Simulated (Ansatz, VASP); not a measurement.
C in VASP and in Ansatz

```xyz
6
Lattice="-2.5230 2.5230 1.4354 2.5230 -2.5230 1.4354 2.5230 2.5230 -1.4354" Properties=species:S:1:pos:R:3 pbc="T T T"
C     0.0000    0.0000    1.4354
C     2.5230    0.0000    0.7177
C     1.2615    2.1613    1.0765
C    -1.2615    2.8847    1.0765
C     0.3617    1.2615    0.3588
C    -0.3617    3.7845    0.3588
```

Alike in both runs: task relaxation of cell and atoms; functional PBE; k mesh 12 × 12 × 12; occupations gaussian, width 0.02 eV; no spin polarisation.

|  | VASP | Ansatz |
| --- | --- | --- |
| version | VASP 6.6.1 | Ansatz 0.2.0 |
| potentials or method | VASP PAW PBE potentials, release 64 (C) | scalar-relativistic, plane waves, PAW |
| plane-wave cutoff (eV) | 600 | 420 |
| valence electrons in the cell | 24 | 24 |

```csv
,VASP,Ansatz,Ansatz less VASP
"gap on the k mesh at the Fermi level, each at its own relaxed structure (eV)",1.40,1.41,+0.011
relaxed volume (Å³/atom),6.09,6.09,-0.002
relaxed cell length with the largest relative difference (Å),3.846,3.846,-0.0004
```
